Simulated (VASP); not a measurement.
Runs of VASP 6.6.1 on Pb. It takes space group P6_3/mmc (No. 194, hexagonal). Conventional cell: a = 3.480 Å, b = 3.480 Å, c = 5.590 Å, α = 90.00°, β = 90.00°, γ = 120.00°. Pb (site symmetry -6m2) is surrounded by 12 Pb at 3.44 to 3.48 Å. This isn't the form of Pb at room conditions, which is fcc.

```csv
task,cell,gap on the mesh (eV),pressure (GPa)
electric field gradients,"xy shear strain of +1 %, crystal datasets",none,3.9
single point,volume scaled by 1.02,none,2.8
single point,"atom 2 (Pb) moved by [0.0, 0.0, 0.05] A",none,(a)
single point,as given,none,3.9
```

Alike in all rows: level PBE; potentials or basis VASP PAW PBE potentials, release 64 (Pb_d); no spin polarisation; k mesh 12 × 12 × 7; cutoff (eV) 520; smearing fermi-dirac 0.05 eV.

Task: Fill in the values left out.

Result: (a) 4.0.

A k mesh can miss the band edges, and the runs leave out spin-orbit coupling on Pb.

A gap of «none» marks a metal or a gap under the smearing width.
